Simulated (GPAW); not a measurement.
# Al (Fm-3m) in GPAW: further runs, part 2 of 2

GPAW 26.7.0. The steps go on from the part before.

### Step 3. Band structure, vdW-DF

The input, run.py:

```python
from ase.dft.bandgap import bandgap
from ase.io import read, write
from gpaw import GPAW, PW

atoms = read('Al.cif')

calc = GPAW(mode=PW(600),
            xc={'name': 'vdW-DF', 'backend': 'libvdwxc'},
            kpts={'size': (11, 11, 11), 'gamma': True},
            occupations={'name': 'fermi-dirac', 'width': 0.05},
            nbands=7,
            convergence={'density': 1e-05, 'energy': 1e-05},
            maxiter=150,
            txt='gpaw.txt')
atoms.calc = calc
energy = atoms.get_potential_energy()
forces = atoms.get_forces()
calc.write('gs.gpw')
write('result.traj', atoms)
print(f'Energy: {energy:.6f} eV')
print('Forces (eV/A):')
print(forces.round(4))
print('Fermi level:', round(calc.get_fermi_level(), 4), 'eV')
print(f'Gap: {bandgap(calc)[0]:.4f} eV, direct: {bandgap(calc, direct=True)[0]:.4f} eV')

path = atoms.cell.bandpath('GXWKGLUWLK,UX', npoints=100, eps=1e-4)
bs_calc = calc.fixed_density(kpts=path, symmetry='off', nbands=13,
                             convergence={'bands': 'CBM+6.0', 'eigenstates': 1e-6}, txt='bands.txt')
bs = bs_calc.band_structure()
bs.write('bs.json')
print(f'Gap on the path: {bandgap(bs_calc)[0]:.4f} eV')
```

The input, Al.cif:

```cif
data_Al
_cell_length_a 2.86350669
_cell_length_b 2.86350669
_cell_length_c 2.86350669
_cell_angle_alpha 60.00000000
_cell_angle_beta 60.00000000
_cell_angle_gamma 60.00000000
_space_group_name_H-M_alt 'P1'
_space_group_name_Hall 'P 1'
_space_group_IT_number 1
loop_
_space_group_symop_operation_xyz
'x,y,z'
loop_
_atom_site_label
_atom_site_type_symbol
_atom_site_symmetry_multiplicity
_atom_site_Wyckoff_symbol
_atom_site_fract_x
_atom_site_fract_y
_atom_site_fract_z
_atom_site_occupancy
Al1 Al 1 a 0.0000000000 0.0000000000 0.0000000000 1
```

Potentials or basis: GPAW PAW data sets (gpaw-data 1.2.1), pw.

Command:

```bash
$ OMP_NUM_THREADS=1 python run.py
```

gpaw.txt:

```text
__  _  _
 | _ |_)|_||  |
 |__||  | ||/\| - 26.7.0

Input parameters:
  mode=PW(ecut=600.0),
  convergence={'density': 1e-05, 'energy': 1e-05},
  kpts=MonkhorstPack(size=(11, 11, 11), gamma=True),
  maxiter=150,
  nbands=7,
  occupations=Occupations(name='fermi-dirac', width=0.05),
  xc=XC(name='vdW-DF', backend='libvdwxc')

Diagonalizing LCAO Hamiltonian
Converting LCAO to pw mode

       Al

Atoms  # Å, Bohr magnetons
|   | symbol |        x |        y |        z |    initial magnetic moments |
|---|--------|----------|----------|----------|-----------------------------|
| 0 |     Al | 0.000000 | 0.000000 | 0.000000 | ( 0.0000,  0.0000,  0.0000) |

Unit cell  # Å
| periodic |        x |        y |        z |  lengths |    angles |
|----------|----------|----------|----------|----------|-----------|
|      yes | 2.863507 | 0.000000 | 0.000000 | 2.863507 | 60.000000 |
|      yes | 1.431753 | 2.479870 | 0.000000 | 2.863507 | 60.000000 |
|      yes | 1.431753 | 0.826623 | 2.338043 | 2.863507 | 60.000000 |

Number of symmetries: 48
Symmetry operations  # r_c * U_cc + t_c -> r_c
|    | kind |            matrix            |
|----|------|------------------------------|
|  0 |  σ   |  1, 0, 0,  1, 0,-1,  1,-1, 0 |
|  1 |  C2  |  1, 0, 0,  1,-1, 0,  1, 0,-1 |
|  2 |  E   |  1, 0, 0,  0, 1, 0,  0, 0, 1 |
|  3 |  σ   |  1, 0, 0,  0, 0, 1,  0, 1, 0 |
|  4 |  C4  |  1, 0,-1,  1, 0, 0,  1,-1, 0 |
|  5 |  S6  |  1, 0,-1,  1,-1, 0,  1, 0, 0 |
|  6 |  σ   |  1, 0,-1,  0, 1,-1,  0, 0,-1 |
|  7 |  C3  |  1, 0,-1,  0, 0,-1,  0, 1,-1 |
|  8 |  S6  |  1,-1, 0,  1, 0, 0,  1, 0,-1 |
|  9 |  C4  |  1,-1, 0,  1, 0,-1,  1, 0, 0 |
| 10 |  C3  |  1,-1, 0,  0,-1, 1,  0,-1, 0 |
| 11 |  σ   |  1,-1, 0,  0,-1, 0,  0,-1, 1 |
| 12 |  σ   |  0, 1, 0,  1, 0, 0,  0, 0, 1 |
| 13 |  C4  |  0, 1, 0,  0, 1,-1, -1, 1, 0 |
| 14 |  C3  |  0, 1, 0,  0, 0, 1,  1, 0, 0 |
| 15 |  S6  |  0, 1, 0, -1, 1, 0,  0, 1,-1 |
| 16 |  C2  |  0, 1,-1,  1, 0,-1,  0, 0,-1 |
| 17 |  σ   |  0, 1,-1,  0, 1, 0, -1, 1, 0 |
| 18 |  S4  |  0, 1,-1,  0, 0,-1,  1, 0,-1 |
| 19 |  C4  |  0, 1,-1, -1, 1, 0,  0, 1, 0 |
| 20 |  C3  |  0, 0, 1,  1, 0, 0,  0, 1, 0 |
| 21 |  σ   |  0, 0, 1,  0, 1, 0,  1, 0, 0 |
| 22 |  S6  |  0, 0, 1,  0,-1, 1, -1, 0, 1 |
| 23 |  C4  |  0, 0, 1, -1, 0, 1,  0,-1, 1 |
| 24 |  S4  |  0, 0,-1,  1, 0,-1,  0, 1,-1 |
| 25 |  C3  |  0, 0,-1,  0, 1,-1,  1, 0,-1 |
| 26 |  C2  |  0, 0,-1,  0,-1, 0, -1, 0, 0 |
| 27 |  S6  |  0, 0,-1, -1, 0, 0,  0,-1, 0 |
| 28 |  S4  |  0,-1, 1,  1,-1, 0,  0,-1, 0 |
| 29 |  C4  |  0,-1, 1,  0, 0, 1, -1, 0, 1 |
| 30 |  C2  |  0,-1, 1,  0,-1, 0,  1,-1, 0 |
| 31 |  σ   |  0,-1, 1, -1, 0, 1,  0, 0, 1 |
| 32 |  C3  |  0,-1, 0,  1,-1, 0,  0,-1, 1 |
| 33 |  S6  |  0,-1, 0,  0, 0,-1, -1, 0, 0 |
| 34 |  S4  |  0,-1, 0,  0,-1, 1,  1,-1, 0 |
| 35 |  C2  |  0,-1, 0, -1, 0, 0,  0, 0,-1 |
| 36 |  C2  | -1, 1, 0,  0, 1, 0,  0, 1,-1 |
| 37 |  S6  | -1, 1, 0,  0, 1,-1,  0, 1, 0 |
| 38 |  S4  | -1, 1, 0, -1, 0, 1, -1, 0, 0 |
| 39 |  C3  | -1, 1, 0, -1, 0, 0, -1, 0, 1 |
| 40 |  S6  | -1, 0, 1,  0, 0, 1,  0,-1, 1 |
| 41 |  C2  | -1, 0, 1,  0,-1, 1,  0, 0, 1 |
| 42 |  C3  | -1, 0, 1, -1, 1, 0, -1, 0, 0 |
| 43 |  S4  | -1, 0, 1, -1, 0, 0, -1, 1, 0 |
| 44 |  C2  | -1, 0, 0,  0, 0,-1,  0,-1, 0 |
| 45 |  i   | -1, 0, 0,  0,-1, 0,  0, 0,-1 |
| 46 |  σ   | -1, 0, 0, -1, 1, 0, -1, 0, 1 |
| 47 |  C2  | -1, 0, 0, -1, 0, 1, -1, 1, 0 |

BZ-sampling:
  Number of BZ points: 1331
  Number of IBZ points: 56

  Monkhorst-Pack size: [11, 11, 11]
  Monkhorst-Pack shift: [0, 0, 0]

K-points  # in reciprocal-cell coordinates
|     |                                coordinates |     weight |
|-----|--------------------------------------------|------------|
|   0 | (  0.00000000,   0.00000000,   0.00000000) | 0.00075131 |
|   1 | (  0.09090909,   0.09090909,   0.00000000) | 0.00450789 |
|   2 | (  0.09090909,   0.09090909,   0.09090909) | 0.00601052 |
|   3 | (  0.18181818,   0.09090909,   0.09090909) | 0.00901578 |
|   4 | (  0.18181818,   0.18181818,   0.00000000) | 0.00450789 |
|   5 | (  0.18181818,   0.18181818,   0.09090909) | 0.01803156 |
|   6 | (  0.18181818,   0.18181818,   0.18181818) | 0.00601052 |
|   7 | (  0.27272727,   0.18181818,   0.09090909) | 0.01803156 |
|   8 | (  0.27272727,   0.18181818,   0.18181818) | 0.01803156 |
|   9 | (  0.27272727,   0.27272727,   0.00000000) | 0.00450789 |
| ... |                                            |            |
|  55 | (  0.45454545,   0.45454545,   0.45454545) | 0.00601052 |

Plane wave coefficients: 564
Cutoff: 600.0 eV

Spin-components: 1 (collinear spins)
Bands:           7
Projectors:      5
Spin-degeneracy: 2
Datatype:        complex128

Parallelization:
  kpt:    1
  domain: 1
  band:   1

Density:
  Valence electrons: 3.0
  Components: 1
  Grid points: [18 18 18]
  Charge: 0.0  # |e|

Potential:
  Grid points: [18 18 18]

species:
  Al:
    name:    Aluminium
    Z:       13.0
    valence: 3
    core:    10
    charge:  0.0  # [|e|]
    compensation charges:
      type: gauss
      rc: 0.34  # [Å]
      lmax: 2
    cutoffs:
      filter: 1.91  # [Å]
      core: 2.36  # [Å]
    projectors
    | kind |    occ | energy [eV] | rcut [Å] |
    |------|--------|-------------|----------|
    |   3s |  2.000 |      -7.723 |    1.085 |
    |   3p |  1.000 |      -2.699 |    1.085 |
    |    s |        |      19.489 |    1.085 |
    |    p |        |      24.513 |    1.085 |
    |    d |        |       0.000 |    1.085 |

    Using partial waves for Al as LCAO basis

Reference energy: -6605.764968  # eV

eigensolver:
  PPCG
  Converge bands: occupied
  niter=2

density mixing:
  MSR1-Mixer
  Pratt-step length: 0.05
  Maximum mixing coefficient: 0.75
  Old densities: 10
  SVD Regularization: 0.005
  Good broyden scale: 1.0
  Trust region scale: 1.0
  Backstep threshold: 4.0
  History deletion threshold: 6.0
  Fourier metric: weight=20.0, sigma=0.015

occupation numbers:
  Fermi-Dirac:
    width: 0.0500  # eV

poisson solver:
  ecut: 4800.0  # eV

xc functional:
  name: vdW-DF with libvdwxc
  Mode: serial
  Semilocal: GGA_X_PBE_R+LDA_C_PW with 2 nearest neighbor stencil
  Local blocksize: 36 x 36 x 36
  PAW datasets: revPBE

convergence criteria:
- Maximum integral of absolute [dens]ity change: 1e-05 electrons / valence electron
- Maximum [total energy] change in last 3 cyles: 1e-05 eV / valence electron
- Maximum integral of absolute [eigenst]ate change: 4e-08 eV^2 / valence electron
maximum number of iterations: 150

SCF iterations
|iter     | |      energy | eigst |  dens |
|---------|-|-------------|-------|-------|
|iter:   1| |  -16.419253 | -0.25 |       |
|iter:   2| |  -16.420731 | -3.49 | -1.05 |
|iter:   3| |  -16.432019 | -3.72 | -1.07 |
|iter:   4| |  -16.433663 | -4.52 | -1.57 |
|iter:   5| |  -16.433673 | -6.59 | -2.85 |
|iter:   6| |  -16.433674c| -7.48c| -3.25 |
|iter:   7| |  -16.433674c| -8.13c| -4.80 |
|iter:   8| |  -16.433674c| -8.39c| -5.27c|

Converged in 8 steps
Energy contributions relative to reference atoms: (reference = -6605.764968)

Energy contributions:
  Kinetic:           5.472233
  Coulomb:          -3.467917
  Zero:              0.002203
  External:          0.000000
  Xc:              -18.438179
  Entropy:          -0.004029
  Spinorbit:         0.000000
  ----------------------------
  Free energy:     -16.435689
  Extrapolated:    -16.433674

dipole moment: (-9.821563, -5.670482, -4.009636)  # |e|*Ang

Fermi level: 7.212
Eigenvalues  # (at kpt = [0.000, 0.000, 0.000])
| band index |      eig [eV] | occ [0-2] |
|------------|---------------|-----------|
|          0 |        -3.893 |     2.000 |
|          1 |        19.753 |     0.000 |
|          2 |        19.753 |     0.000 |
|          3 |        19.753 |     0.000 |
|          4 |        21.206 |     0.000 |
|          5 |        21.206 |     0.000 |
|          6 |        21.206 |     0.000 |

No gap
No difference between direct/indirect transitions

Forces  # eV/Ang
|       x |       y |       z |
|---------|---------|---------|
| 0.00000 | 0.00000 | 0.00000 |  # Al   0

# Writing to gs.gpw (mode='')
```

Wall time 14 s (1 thread of Arm Neoverse V1, shared host); peak memory 0.16 GiB.

What came out:

```yaml
Free_energy: -16.4357 eV
Band_gap_along_the_path: none (metal or under the smearing width)
```

Levels at the corners of the path, in eV from the Fermi level:
```
point  band 1  band 2  band 3  band 4  band 5
    Γ  -11.10   12.54   12.54   12.54   13.99
    X   -2.95   -1.58    5.21    5.53    5.53
    W   -0.88   -0.88    0.25    1.02   15.76
    K   -1.92   -1.35   -0.41    6.50    8.17
    Γ  -11.10   12.54   12.54   12.54   13.99
    L   -4.56   -4.42   11.28   11.28   11.43
    U   -1.92   -1.35   -0.41    6.50    8.17
    W   -0.88   -0.88    0.25    1.02   15.76
    L   -4.56   -4.42   11.28   11.28   11.43
    K   -1.92   -1.35   -0.41    6.50    8.17
    U   -1.92   -1.35   -0.41    6.50    8.17
    X   -2.95   -1.58    5.21    5.53    5.53
```

Caveat: the PAW data sets were made with another functional, which shifts forces and pressure a little.

### Step 4. Equation of state, WC

The input, run.py:

```python
from ase.eos import EquationOfState
from ase.io import Trajectory, read
from ase.units import GPa
from gpaw import GPAW, PW, setup_paths

setup_paths.insert(0, '.')

atoms = read('Al.xyz')

traj = Trajectory('eos.traj', 'w')
volumes, energies = [], []
for x in [0.94, 0.96, 0.98, 1.0, 1.02, 1.04, 1.06]:
    a = atoms.copy()
    a.set_cell(atoms.cell * x**(1 / 3), scale_atoms=True)
    calc = GPAW(mode=PW(600),
                xc='WC',
                kpts={'size': (11, 11, 11), 'gamma': True},
                occupations={'name': 'fermi-dirac', 'width': 0.05},
                nbands=7,
                convergence={'density': 1e-05, 'energy': 1e-05},
                maxiter=150,
                txt=f'eos-{x:.2f}.txt')
    a.calc = calc
    energies.append(a.get_potential_energy(force_consistent=True))
    volumes.append(a.get_volume())
    p = -a.get_stress()[:3].mean() / GPa
    calc.write(f'eos-{x:.2f}.gpw')
    traj.write(a)
    print(f'{x:.2f} {volumes[-1]:10.4f} A^3 {energies[-1]:14.6f} eV {p:9.3f} GPa', flush=True)

v0, e0, B = EquationOfState(volumes, energies, eos='birchmurnaghan').fit()
print(f'V0 = {v0:.4f} A^3, E0 = {e0:.6f} eV, B0 = {B / GPa:.2f} GPa')
```

The input, Al.xyz:

```xyz
1
Lattice="0.0000000000 2.0248050000 2.0248050000 2.0248050000 0.0000000000 2.0248050000 2.0248050000 2.0248050000 0.0000000000" Properties=species:S:1:pos:R:3 pbc="T T T"
Al     0.0000000000      0.0000000000      0.0000000000
```

Potentials or basis: PAW data sets generated in the run's folder for this functional, pw.

Command:

```bash
$ gpaw-setup -f WC Al
$ OMP_NUM_THREADS=1 python run.py
```

Run time: 40 s. Hardware: 1 thread of Arm Neoverse V1, shared host; peak memory 0.17 GiB.

The run converged. Its results:

```
Equilibrium volume                      : 16.30 Å³/atom
Bulk modulus                            : 82 GPa
Pressure derivative of the bulk modulus : 4.5
```

Energy against volume, from the lowest point:
```csv
volume (Å³/atom),energy (meV/atom)
15.607,8.04
15.939,2.07
16.271,0.00
16.603,1.42
16.935,5.96
17.267,13.29
17.599,23.11
```

### Step 5. Comparison with measurements

Step 4. Measured bulk modulus of Al: 76.9 GPa (quoted in “The interpretation of polycrystalline coherent inelastic neutron scattering from aluminium”, 2013, pmc:3831299). This calculation gives 82 GPa (+6.4 %). The fit is for a static lattice scaled at fixed shape and fixed fractional positions. The cell as given is a measured one (16.60 Å³/atom); WC puts the equilibrium volume -1.9 % from it, thermal expansion not counted.
